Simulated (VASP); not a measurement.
# CdSe: kinetic-energy density

CdSe, F-43m (no. 216), 2 atoms in the cell. PBE; PAW potentials Cd, Se (PBE set).

## Input

INCAR:
```
SYSTEM = CdSe
ALGO = Normal
EDIFF = 1E-7
ENCUT = 520
ISIF = 2
ISMEAR = 0
LASPH = .True.
LCHARG = .True.
LREAL = .False.
LTAU = .True.
LWAVE = .False.
NELM = 100
PREC = Accurate
SIGMA = 0.02
```

KPOINTS:
```
k-points
0
Gamma
  6 6 6
```

POSCAR:
```
CdSe
1.0
    0.0000000000      3.0702711986      3.0702711986
    3.0702711986      0.0000000000      3.0702711986
    3.0702711986      3.0702711986      0.0000000000
Cd Se
1 1
Direct
    0.0000000000      0.0000000000      0.0000000000
    0.2500000000      0.2500000000      0.2500000000
```

Commands:
```
cat potpaw_PBE.64/Cd/POTCAR potpaw_PBE.64/Se/POTCAR > POTCAR
mpirun -np 1 vasp_std > vasp.out
```

## Result

- Kinetic energy of the pseudo orbitals (eV): 332.79

VASP 6.6.1 took 10 s on 1 core (Intel Xeon Platinum 8488C (Sapphire Rapids)), a shared host.
